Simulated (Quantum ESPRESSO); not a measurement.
# Cr (Im-3m) in Quantum ESPRESSO: notebook

Runs on Cr. Level: PBEsol. Tasks: phonons.

Program: Quantum ESPRESSO 7.5. These are calculated values, not measurements. Logs are shortened: lines on timing, memory, paths and dates and some standing lists are left out, and cuts for length are marked.

## Step 1: The structure

It takes space group Im-3m (No. 229, cubic). The conventional cell has a = 2.969 Å, b = 2.969 Å, c = 2.969 Å, α = 90.00°, β = 90.00°, γ = 90.00°. Cr (site symmetry m-3m) is surrounded by 8 Cr at 2.57 Å.

## Step 2: Phonons, PBEsol, collinear spin, ferromagnetic start

pw.in reads:

```
&CONTROL
  calculation = 'scf'
  prefix = 'pwscf'
  outdir = './tmp'
  pseudo_dir = './pseudo'
  tprnfor = .true.
  tstress = .true.
  disk_io = 'low'
/
&SYSTEM
  ibrav = 0
  nat = 1
  ntyp = 1
  ecutwfc = 45
  ecutrho = 360
  nbnd = 16
  occupations = 'smearing'
  smearing = 'mv'
  degauss = 0.01469973
  nspin = 2
  starting_magnetization(1) = 0.2143
/
&ELECTRONS
  conv_thr = 2d-10
  electron_maxstep = 120
  mixing_beta = 0.3
/
ATOMIC_SPECIES
Cr    51.9961 cr_pbesol_v1.5.uspp.F.UPF
CELL_PARAMETERS bohr
  -2.8052033365    2.8052033365    2.8052033365
   2.8052033365   -2.8052033365    2.8052033365
   2.8052033365    2.8052033365   -2.8052033365
ATOMIC_POSITIONS bohr
Cr     0.0000000000    0.0000000000    0.0000000000
K_POINTS automatic
10 10 10 0 0 0
```

relax.in reads:

```
&CONTROL
  calculation = 'vc-relax'
  prefix = 'pwscf'
  outdir = './tmp'
  pseudo_dir = './pseudo'
  tprnfor = .true.
  tstress = .true.
  disk_io = 'low'
  nstep = 40
  forc_conv_thr = 0.0001
  etot_conv_thr = 1d-06
/
&SYSTEM
  ibrav = 0
  nat = 1
  ntyp = 1
  ecutwfc = 45
  ecutrho = 360
  nbnd = 16
  occupations = 'smearing'
  smearing = 'mv'
  degauss = 0.01469973
  nspin = 2
  starting_magnetization(1) = 0.2143
/
&ELECTRONS
  conv_thr = 2d-10
  electron_maxstep = 120
  mixing_beta = 0.3
/
&IONS
  ion_dynamics = 'bfgs'
/
&CELL
  cell_dynamics = 'bfgs'
  press = 0
  press_conv_thr = 0.2
/
ATOMIC_SPECIES
Cr    51.9961 cr_pbesol_v1.5.uspp.F.UPF
CELL_PARAMETERS bohr
  -2.8052033365    2.8052033365    2.8052033365
   2.8052033365   -2.8052033365    2.8052033365
   2.8052033365    2.8052033365   -2.8052033365
ATOMIC_POSITIONS bohr
Cr     0.0000000000    0.0000000000    0.0000000000
K_POINTS automatic
10 10 10 0 0 0
```

scf2.in reads:

```
&CONTROL
  calculation = 'scf'
  prefix = 'pwscf'
  outdir = './tmp'
  pseudo_dir = './pseudo'
  tprnfor = .true.
  tstress = .true.
  disk_io = 'low'
/
&SYSTEM
  ibrav = 0
  nat = 1
  ntyp = 1
  ecutwfc = 45
  ecutrho = 360
  nbnd = 16
  occupations = 'smearing'
  smearing = 'mv'
  degauss = 0.01469973
  nspin = 2
  starting_magnetization(1) = 0.2143
/
&ELECTRONS
  conv_thr = 1d-13
  electron_maxstep = 120
  mixing_beta = 0.3
  startingpot = 'file'
  startingwfc = 'file'
/
ATOMIC_SPECIES
Cr    51.9961 cr_pbesol_v1.5.uspp.F.UPF
CELL_PARAMETERS bohr
  -2.6606009027    2.6606009027    2.6606009027
   2.6606009027   -2.6606009027    2.6606009027
   2.6606009027    2.6606009027   -2.6606009027
ATOMIC_POSITIONS bohr
Cr     0.0000000000    0.0000000000    0.0000000000
K_POINTS automatic
10 10 10 0 0 0
```

ph.in reads:

```
phonons of Cr
&INPUTPH
  prefix = 'pwscf'
  outdir = './tmp'
  tr2_ph = 1d-18
  fildyn = 'dyn'
  niter_ph = 90
  alpha_mix(1) = 0.4
/
0.4330127019 0.4330127019 0.0000000000
```

Potentials or basis: GBRV 1.5 PBEsol.

Run with:

```sh
OMP_NUM_THREADS=1 mpirun -n 4 pw.x -nk 4 -in pw.in > pw.out
OMP_NUM_THREADS=1 mpirun -n 4 pw.x -nk 4 -in relax.in > relax.out
OMP_NUM_THREADS=1 mpirun -n 4 pw.x -nk 4 -in scf2.in > scf2.out
OMP_NUM_THREADS=1 mpirun -n 4 ph.x -nk 4 -in ph.in > ph.out
```

pw.out:

```text
This program is part of the open-source Quantum ESPRESSO suite
     for quantum simulation of materials; please cite
[... 6 lines left out ...]
     using ibrav=0 with symmetry is DISCOURAGED, use correct ibrav instead

     K-points division:     npool     =       4
     Subspace diagonalization in iterative solution of the eigenvalue problem:
     a serial algorithm will be used

     G-vector sticks info
     --------------------
     sticks:   dense  smooth     PW     G-vecs:    dense   smooth      PW
     Sum         631     315    129                10149     3559     959

     Using Slab Decomposition

     bravais-lattice index     =            0
     lattice parameter (alat)  =       4.8588  a.u.
     unit-cell volume          =      88.2984 (a.u.)^3
     number of atoms/cell      =            1
     number of atomic types    =            1
     number of electrons       =        14.00
     number of Kohn-Sham states=           16
     kinetic-energy cutoff     =      45.0000  Ry
     charge density cutoff     =     360.0000  Ry
     scf convergence threshold =      2.0E-10
     mixing beta               =       0.3000
     number of iterations used =            8  plain     mixing
     Exchange-correlation= SLA  PW   PSX  PSC
                           (   1   4  10   8   0   0   0)

     celldm(1)=   4.858755  celldm(2)=   0.000000  celldm(3)=   0.000000
     celldm(4)=   0.000000  celldm(5)=   0.000000  celldm(6)=   0.000000

     crystal axes: (cart. coord. in units of alat)
               a(1) = (  -0.577350   0.577350   0.577350 )
               a(2) = (   0.577350  -0.577350   0.577350 )
               a(3) = (   0.577350   0.577350  -0.577350 )

     reciprocal axes: (cart. coord. in units 2 pi/alat)
               b(1) = ( -0.000000  0.866025  0.866025 )
               b(2) = (  0.866025 -0.000000  0.866025 )
               b(3) = (  0.866025  0.866025  0.000000 )

     PseudoPot. # 1 for Cr read from file:
     cr_pbesol_v1.5.uspp.F.UPF
     Pseudo is Ultrasoft + core correction, Zval = 14.0
     Generated by new atomic code, or converted to UPF format
     Using radial grid of  857 points,  6 beta functions with:
                l(1) =   0
                l(2) =   0
                l(3) =   1
                l(4) =   1
                l(5) =   2
                l(6) =   2
     Q(r) pseudized with  8 coefficients,  rinner =    0.950   0.950   0.950
                                                       0.950   0.950

     atomic species   valence    mass     pseudopotential
     Cr               14.00    51.99610     Cr( 1.00)

     Starting magnetic structure
     atomic species   magnetization
     Cr              0.214

     48 Sym. Ops., with inversion, found

   Cartesian axes

     site n.     atom                  positions (alat units)
         1        Cr     tau(   1) = (   0.0000000   0.0000000   0.0000000  )

     number of k points=    47  Marzari-Vanderbilt smearing, width (Ry)=  0.0147
                       cart. coord. in units 2pi/alat
        k(    1) = (   0.0000000   0.0000000   0.0000000), wk =   0.0010000
        k(    2) = (   0.0866025   0.0866025   0.0000000), wk =   0.0120000
        k(    3) = (   0.1732051   0.1732051   0.0000000), wk =   0.0120000
        k(    4) = (   0.2598076   0.2598076   0.0000000), wk =   0.0120000
        k(    5) = (   0.3464102   0.3464102   0.0000000), wk =   0.0120000
        k(    6) = (  -0.4330127  -0.4330127   0.0000000), wk =   0.0060000
[... 39 lines left out ...]
        k(   46) = (  -0.8660254  -0.0866025  -0.0866025), wk =   0.0120000
        k(   47) = (  -0.8660254  -0.8660254  -0.8660254), wk =   0.0010000

     Dense  grid:    10149 G-vectors     FFT dimensions: (  30,  30,  30)

     Smooth grid:     3559 G-vectors     FFT dimensions: (  24,  24,  24)

     Check: negative core charge=   -0.000012
     Generating pointlists ...
     new r_m :   0.4125 (alat units)  2.0042 (a.u.) for type    1

     Initial potential from superposition of free atoms

     starting charge      13.0000, renormalised to      14.0000

     negative rho (up, down):  6.062E-04 3.922E-04
     Starting wfcs are   10 randomized atomic wfcs +    6 random wfcs

     Self-consistent Calculation

     iteration #  1     ecut=    45.00 Ry     beta= 0.30
     Davidson diagonalization with overlap
     ethr =  1.00E-02,  avg # of iterations =  5.3

     negative rho (up, down):  6.679E-04 5.811E-04

     total energy              =    -175.01478535 Ry
     estimated scf accuracy    <       2.47159485 Ry

     total magnetization       =     0.59 Bohr mag/cell
     absolute magnetization    =     0.61 Bohr mag/cell

     iteration #  2     ecut=    45.00 Ry     beta= 0.30
     Davidson diagonalization with overlap
     ethr =  1.00E-02,  avg # of iterations =  1.5

     negative rho (up, down):  5.456E-04 6.578E-04

     total energy              =    -175.32367425 Ry
     estimated scf accuracy    <       0.09223129 Ry

     total magnetization       =     0.92 Bohr mag/cell
     absolute magnetization    =     0.94 Bohr mag/cell

     iteration #  3     ecut=    45.00 Ry     beta= 0.30
     Davidson diagonalization with overlap
     ethr =  6.59E-04,  avg # of iterations =  1.9

     negative rho (up, down):  7.869E-05 7.098E-04
[... 124 lines left out ...]
     total magnetization       =     0.00 Bohr mag/cell
     absolute magnetization    =     0.00 Bohr mag/cell

     iteration # 14     ecut=    45.00 Ry     beta= 0.30
     Davidson diagonalization with overlap
     ethr =  8.98E-11,  avg # of iterations =  1.5

     negative rho (up, down):  4.967E-04 4.968E-04

     total energy              =    -175.37409170 Ry
     estimated scf accuracy    <          2.4E-09 Ry

     total magnetization       =    -0.00 Bohr mag/cell
     absolute magnetization    =     0.00 Bohr mag/cell

     iteration # 15     ecut=    45.00 Ry     beta= 0.30
     Davidson diagonalization with overlap
     ethr =  1.75E-11,  avg # of iterations =  1.1

     negative rho (up, down):  4.968E-04 4.968E-04

     Magnetic moment per site  (integrated on atomic sphere of radius R)
     atom   1 (R=0.412)  charge= 12.3020  magn=  0.0000

     End of self-consistent calculation

 ------ SPIN UP ------------

          k = 0.0000 0.0000 0.0000 (   429 PWs)   bands (ev):

   -55.0035 -26.0581 -26.0581 -26.0581   9.2268  15.8881  15.8881  15.8881
    17.6071  17.6071  37.9736  37.9736  37.9736  44.0683  44.0683  47.0134

          k = 0.0866 0.0866 0.0000 (   441 PWs)   bands (ev):

   -54.9914 -26.1195 -26.0777 -26.0584   9.6165  15.7504  15.8581  16.1377
    17.4696  17.6179  36.7071  37.6950  38.1119  43.1469  44.2679  44.3294

          k = 0.1732 0.1732 0.0000 (   441 PWs)   bands (ev):

   -54.9595 -26.2783 -26.1285 -26.0589  10.6864  15.4046  15.6882  16.8315
    17.3158  17.6601  33.7134  36.3824  38.4152  41.1674  42.7734  43.4516

          k = 0.2598 0.2598 0.0000 (   446 PWs)   bands (ev):

   -54.9200 -26.4710 -26.1908 -26.0597  12.0107  15.0035  15.6334  17.4075
    17.7416  17.7906  30.0703  34.6079  38.4197  38.6980  42.2432  45.5716

          k = 0.3464 0.3464 0.0000 (   448 PWs)   bands (ev):

   -54.8878 -26.6243 -26.2408 -26.0603  12.6957  14.6973  16.5386  17.5815
    17.8337  18.6812  26.7465  33.2870  36.4306  38.8724  42.3272  46.9383

          k =-0.4330-0.4330 0.0000 (   444 PWs)   bands (ev):

   -54.8755 -26.6822 -26.2598 -26.0605  12.7762  14.5842  17.4895  17.5955
    17.8757  19.0586  25.1601  32.8089  35.6830  38.9291  42.4692  46.5690
[... 186 lines left out ...]
          k =-0.7794-0.0866-0.1732 (   458 PWs)   bands (ev):

   -54.8090 -26.5255 -26.4674 -26.3662  13.5438  13.5531  16.9876  17.9894
    18.5842  23.7584  26.7063  27.1035  33.6801  34.6369  40.3505  47.7809

          k = 0.0000 0.0000 0.6928 (   454 PWs)   bands (ev):

   -54.8023 -26.4906 -26.4510 -26.4510  13.3448  13.4003  17.9371  17.9371
    18.4367  23.1919  27.7347  27.7347  32.4039  33.6022  39.7818  49.2581

          k =-0.8660-0.0866-0.0866 (   464 PWs)   bands (ev):

   -54.7932 -26.5131 -26.4729 -26.4545  13.1975  13.2104  18.1227  18.2637
    18.7618  25.2839  25.8156  26.9691  32.6181  33.4005  38.3213  49.4819

          k =-0.8660-0.8660-0.8660 (   466 PWs)   bands (ev):

   -54.7844 -26.4950 -26.4950 -26.4950  13.0112  13.0112  18.7312  18.7312
    18.7312  26.1381  26.1381  26.1381  32.3059  32.3059  37.2176  50.1314

 ------ SPIN DOWN ----------

          k = 0.0000 0.0000 0.0000 (   429 PWs)   bands (ev):

   -55.0035 -26.0581 -26.0581 -26.0581   9.2268  15.8882  15.8882  15.8882
    17.6071  17.6071  37.9736  37.9736  37.9736  44.0684  44.0684  47.0135

          k = 0.0866 0.0866 0.0000 (   441 PWs)   bands (ev):

   -54.9913 -26.1194 -26.0776 -26.0583   9.6165  15.7504  15.8582  16.1378
    17.4696  17.6179  36.7071  37.6951  38.1119  43.1470  44.2680  44.3295

          k = 0.1732 0.1732 0.0000 (   441 PWs)   bands (ev):

   -54.9595 -26.2782 -26.1284 -26.0589  10.6864  15.4047  15.6882  16.8316
    17.3158  17.6601  33.7134  36.3824  38.4153  41.1674  42.7735  43.4516

          k = 0.2598 0.2598 0.0000 (   446 PWs)   bands (ev):

   -54.9199 -26.4710 -26.1907 -26.0596  12.0108  15.0035  15.6334  17.4076
    17.7417  17.7907  30.0703  34.6079  38.4198  38.6980  42.2433  45.5717

          k = 0.3464 0.3464 0.0000 (   448 PWs)   bands (ev):

   -54.8877 -26.6242 -26.2408 -26.0602  12.6957  14.6973  16.5386  17.5816
    17.8337  18.6813  26.7465  33.2871  36.4306  38.8724  42.3273  46.9384

          k =-0.4330-0.4330 0.0000 (   444 PWs)   bands (ev):

   -54.8754 -26.6821 -26.2598 -26.0605  12.7762  14.5843  17.4895  17.5955
    17.8757  19.0586  25.1601  32.8090  35.6830  38.9291  42.4693  46.5690
[... 186 lines left out ...]
          k =-0.7794-0.0866-0.1732 (   458 PWs)   bands (ev):

   -54.8089 -26.5254 -26.4673 -26.3662  13.5439  13.5532  16.9877  17.9894
    18.5842  23.7584  26.7064  27.1035  33.6802  34.6369  40.3505  47.7810

          k = 0.0000 0.0000 0.6928 (   454 PWs)   bands (ev):

   -54.8022 -26.4906 -26.4510 -26.4510  13.3449  13.4003  17.9371  17.9371
    18.4368  23.1920  27.7347  27.7347  32.4040  33.6023  39.7819  49.2582

          k =-0.8660-0.0866-0.0866 (   464 PWs)   bands (ev):

   -54.7931 -26.5130 -26.4728 -26.4545  13.1975  13.2104  18.1227  18.2638
    18.7619  25.2839  25.8156  26.9691  32.6181  33.4006  38.3213  49.4819

          k =-0.8660-0.8660-0.8660 (   466 PWs)   bands (ev):

   -54.7844 -26.4950 -26.4950 -26.4950  13.0113  13.0113  18.7312  18.7312
    18.7312  26.1381  26.1381  26.1381  32.3059  32.3059  37.2177  50.1314

     the Fermi energy is    16.6905 ev

!    total energy              =    -175.37409170 Ry
     estimated scf accuracy    <          7.7E-11 Ry
     smearing contrib. (-TS)   =      -0.00033305 Ry
     internal energy E=F+TS    =    -175.37375865 Ry

     The total energy is F=E-TS. E is the sum of the following terms:
     one-electron contribution =     -65.31398923 Ry
     hartree contribution      =      39.16256264 Ry
     xc contribution           =     -22.08542422 Ry
     ewald contribution        =    -127.13690784 Ry

     total magnetization       =     0.00 Bohr mag/cell
     absolute magnetization    =     0.00 Bohr mag/cell

     convergence has been achieved in  15 iterations

     negative rho (up, down):  4.968E-04 4.968E-04

     Forces acting on atoms (cartesian axes, Ry/au):

     atom    1 type  1   force =     0.00000000    0.00000000    0.00000000

     Total force =     0.000000     Total SCF correction =     0.000000

     Computing stress (Cartesian axis) and pressure

     negative rho (up, down):  4.968E-04 4.968E-04
          total   stress  (Ry/bohr**3)                   (kbar)     P=     -319.68
  -0.00217316   0.00000000   0.00000000         -319.68        0.00        0.00
   0.00000000  -0.00217316   0.00000000            0.00     -319.68        0.00
   0.00000000   0.00000000  -0.00217316            0.00        0.00     -319.68

=------------------------------------------------------------------------------=
   JOB DONE.
=------------------------------------------------------------------------------=
```

It took 2.2 min on 4 MPI ranks of Intel Xeon at 2.50GHz (Skylake/Cascade Lake), shared host; peak memory 0.36 GiB.

What came out:

```
Free energy                                           : -2386.3048 eV
Relaxed volume                                        : 11.16 Å³/atom
Relaxed cell                                          : a = 2.439 Å, b = 2.439 Å, c = 2.439 Å, α = 109.47°, β = 109.47°, γ = 109.47°
Space group after relaxing (to 0.05 Å)                : Im-3m (No. 229)
Pressure after relaxing                               : -0.1 GPa
Band gap on the k mesh                                : none (metal or under the smearing width)
Net moment                                            : 0.00 μB per cell
Absolute moment                                       : 0.00 μB per cell
Valence electrons inside the program's atomic spheres : Cr 12.30
Highest phonon frequency at the q point run           : 350 cm⁻¹
```

The path:
| step | energy change (eV) | largest force (eV/Å) | pressure (GPa) | volume (Å³) |
| --- | --- | --- | --- | --- |
| 1 | 0.0000 | 0.0000 | -31.97 | 13.08 |
| 2 | -0.2193 | 0.0000 | 2.54 | 11.07 |
| 3 | -0.2200 | 0.0000 | -0.73 | 11.19 |
| 4 | -0.2201 | 0.0000 | -0.01 | 11.16 |
| 5 | -0.2201 | 0.0000 | 0.01 | 11.16 |
| 6 | -0.2201 | 0.0000 | 0.01 | 11.16 |

Final structure:
```
Cr
1.0
    -1.40793    1.40793    1.40793
     1.40793   -1.40793    1.40793
     1.40793    1.40793   -1.40793
Cr
1
Direct
  0.00000 0.00000 0.00000
```

Levels at points of the mesh, in eV from the Fermi level:
Spin up:
```tsv
k point	band 5	band 6	band 7	band 8	band 9	band 10
(0.00, 0.00, 0.00)	-8.08	-1.01	-1.01	-1.01	1.11	1.11
(0.00, 0.00, -0.50)	-4.70	-2.65	1.11	1.13	1.48	2.96
(-0.50, -0.50, -0.50)	-4.63	-4.63	2.55	2.55	2.55	10.79
```
Spin down:
```
              k point  band 3  band 4  band 5  band 6  band 7  band 8  band 9  band 10  band 11  band 12
   (0.00, 0.00, 0.00)  -42.57  -42.57   -8.08   -1.01   -1.01   -1.01    1.11     1.11    22.51    22.51
  (0.00, 0.00, -0.50)  -42.89  -42.57   -4.70   -2.65    1.11    1.13    1.48     2.96    10.26    17.26
(-0.50, -0.50, -0.50)  -43.28  -43.28   -4.63   -4.63    2.55    2.55    2.55    10.79    10.79    10.79
```

Phonon frequencies in cm⁻¹ (negative: imaginary):
| q point | frequencies |
| --- | --- |
| (0.000, 0.000, 0.500) | 202 269 350 |

Phonon modes at q = (0.000, 0.000, 0.500) in reciprocal lattice units:
| mode | symmetry | cm⁻¹ |
| --- | --- | --- |
| 1 | B_1u | 202 |
| 2 | B_2u | 269 |
| 3 | B_3u | 350 |

Caveat: the mesh is thin for the phonons of a metal; the starting moments collapsed, and a magnetic state may lie lower.

[end of part 1 of 3]
